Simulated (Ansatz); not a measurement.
Structure search: one P candidate

Theory: DFT PBE, scalar-relativistic, plane waves, PAW in Ansatz. Cutoff 420 eV, Gaussian smearing, Γ-centred meshes. Cell and atoms relax first on a coarse mesh and then on a finer one. In between, the cell is made exact in the group found at 0.06 Å. In metals the finer mesh still leaves noise of several meV/atom or more. The steps can't lower the symmetry of their start. No spin polarisation.

The cell of P is invented: 4-connected net of one element (P-4m2, No. 115). Its size is a rough estimate.

```
CELL_PARAMETERS angstrom
4.79374 0.00000 0.00000
0.00000 4.79374 0.00000
0.00000 0.00000 4.45186
ATOMIC_POSITIONS crystal
P 0.00000 0.26963 0.61937
P 0.26963 0.00000 0.38063
P 0.73037 0.00000 0.38063
P 0.00000 0.73037 0.61937
P 0.00000 0.00000 0.00000
```

Energies count from the standard state of P at the same level. The references include black phosphorus.

Question: Describe the relaxed structure.

Answer: The symmetry stays P-4m2 (No. 115). The volume per atom grows by 75.2 %, from 20.5 to 35.8 Å³. The shortest distance goes from 2.11 Å (P–P) to 2.30 Å (P–P). The ratio c/a of the conventional cell changes by a factor of 1.13. The energy falls by about 0.66 eV/atom (the start's value is from the coarse mesh). Conventional cell: a = 5.553 Å, c = 5.812 Å. P on a site of symmetry m has 4 P at 2.30–2.39 Å; P on a site of symmetry -4m2 has 4 P at 2.39 Å.

```cif
data_structure
_symmetry_space_group_name_H-M 'P-4m2'
_symmetry_Int_Tables_number 115
_cell_length_a 5.5535
_cell_length_b 5.5535
_cell_length_c 5.8118
_cell_angle_alpha 90.000
_cell_angle_beta 90.000
_cell_angle_gamma 90.000
_cell_volume 179.24
loop_
_atom_site_label
_atom_site_type_symbol
_atom_site_symmetry_multiplicity
_atom_site_Wyckoff_symbol
_atom_site_fract_x
_atom_site_fract_y
_atom_site_fract_z
_atom_site_occupancy
P1 P 4 j 0.00000 0.20779 0.63947 1
P2 P 1 a 0.00000 0.00000 0.00000 1
```

Question: Give its energy and gap.

Answer: The energy over the standard state is +0.52 eV/atom and the gap on the 8×8×8 mesh of the 5-atom cell is 0 eV (a metal).

It lies above the standard state, so it could only be metastable.

The last run used Gaussian smearing of 0.10 eV. No dispersion correction is applied, so the spacing and binding between layers, chains or molecules are poorly described. The reference form of P is held partly by dispersion forces, which this level lacks. Symmetry constrained the relaxation, so the result can be a saddle point. Another cell of P relaxed alike, in Pm-3m, lies 0.43 eV/atom lower, so this cell isn't the stable form at this level.
